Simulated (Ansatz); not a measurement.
The cell below belongs to a search over invented structures; it isn't taken from experiment.

Input and command of a plane-wave DFT calculation in Ansatz:

```yaml
crystal:
  lattice:
    - [3.3703585099, -1.9459151264, 0.0]
    - [3.3703585099, 1.9459151264, 0.0]
    - [-2.1680258343, 0.0, 9.4026531636]
  atoms:
    - { symbol: Sn, position: [0.0, 0.0, 0.0] }
    - { symbol: Se, position: [0.3873802823, 0.3873802823, 0.1680637668] }
    - { symbol: Se, position: [0.6126197177, 0.6126197177, 0.8319362332] }
basis:
  ecutwfc: 420
kpoints:
  mp_grid: { grid: [8, 8, 4] }
hamiltonian:
  xc: pbe
scf:
  occupations: { method: gaussian, width: 0.02 }
output:
  forces: true
  stress: true
  eigenvalues: true
relax:
  adjacent_minimum: "off"
  f_tol: 0.01
  max_steps: 80
  cell: { stress_tol: 0.05 }
```

```bash
ansatz run input.yaml --threads 1 --pin off --max-ram 2560MiB --backend cpu --events-out ev --progress --plain --runs-dir out
```

Processor: AMD EPYC 9R45 96-Core Processor (Zen 5), 1 thread, on a host shared with other jobs.

**Question.** Estimate time, memory and problem size.

**Answer.** About 71 s, peak memory 0.6 GiB. It solves 28 bands at 78 k points (after reduction by symmetry) with about 1989 plane waves (on the last cell), in 106 SCF iterations over 15 ionic steps.
